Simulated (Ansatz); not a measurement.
# HfS2: the cost of one run

Program: the Python package of Ansatz 0.2.0. Level of theory: DFT PBE, plane waves, PAW. These are calculated values, not measurements.

**1. Starting point**

Symmetry: P-3m1, No. 164, trigonal system. The conventional cell has a = 3.640 Å, b = 3.640 Å, c = 6.056 Å, α = 90.00°, β = 90.00°, γ = 120.00°. Hf (site symmetry -3m) has 6 S at 2.54 Å as nearest neighbours. S (site symmetry 3m) is surrounded by 3 Hf at 2.54 Å.

The script reads hfs2.xyz:

```xyz
3
Lattice="3.63966418 0.0 0.0 -1.81983209 3.15204164 0.0 0.0 0.0 6.05556247" Properties=species:S:1:pos:R:3 pbc="T T T"
Hf    0.00000000    0.00000000    0.00000000
S     1.81983211    1.05068054    4.62615936
S    -0.00000002    2.10136110    1.42940311
```

**2. The script**

File optics_hfs2.py:

```python
"""Dielectric function of HfS2 against photon energy."""

import argparse
import warnings

import ansatz as az
import matplotlib.pyplot as plt
import numpy as np

parser = argparse.ArgumentParser(description="Dielectric function of HfS2 against photon energy.")
parser.add_argument("--functional", required=True, help="exchange-correlation functional")
parser.add_argument("--cutoff-ev", type=float, default=510.0, help="plane-wave cutoff (eV)")
parser.add_argument("--kmesh", type=int, nargs=3, required=True, help="k-point sampling")
parser.add_argument("--filling", required=True, help="how the bands are filled")
args = parser.parse_args()

warnings.simplefilter("ignore", az.DeckWarning)

structure = az.Crystal.from_extxyz("hfs2.xyz")

calculation = structure.calculation()
calculation = calculation.functional(args.functional)
calculation = calculation.basis(args.cutoff_ev).kpoints(*args.kmesh)
calculation = calculation.occupations(args.filling)
calculation = calculation.optics(energy_step=0.05, nscf_kmesh=(12, 12, 6), broadening_width=0.3)
outcome = calculation.run()
spectra = outcome.optics()
energy, filling = np.asarray(spectra.photon_energy_ev), spectra.band_filling
gapped = filling.kind == "insulating"
eps1 = np.asarray(filling.eps1 if gapped else filling.eps1_interband)[:3].mean(axis=0)
eps2 = np.asarray(filling.eps2 if gapped else filling.eps2_interband)[:3].mean(axis=0)
print("filling:", filling.kind, "- valid up to", round(spectra.valid_up_to_ev, 2), "eV,", spectra.n_bands, "bands")
top = min(10, spectra.valid_up_to_ev)
# mean of xx, yy and zz; between bands only where the bands are partly filled
shown = energy <= top
plt.figure(figsize=(4.8, 3.2))
plt.plot(energy[shown], eps1[shown], label="eps1")
plt.plot(energy[shown], eps2[shown], label="eps2")
plt.xlabel("photon energy (eV)")
plt.legend()
plt.tight_layout()
plt.savefig("optics.png", dpi=100)
peak = int(np.argmax(np.where(shown & (energy > 0.3), eps2, 0)))
print(f"strongest absorption at {energy[peak]:.2f} eV, eps2 = {eps2[peak]:.2f}")
if gapped:
    print("eps_inf, bands beyond those summed included:", np.round(filling.eps_inf[:3], 3))
print("f-sum electrons:", np.round(filling.get("f_sum_n_eff"), 3))
```

**3. The run**

Launch:

```bash
> python optics_hfs2.py --functional PBE --kmesh 6 6 4 --filling Fixed
```

Q: Estimate wall time and peak memory on 1 thread of Arm Neoverse V1, shared host.

About 1.9 min, with a peak of 0.85 GiB.
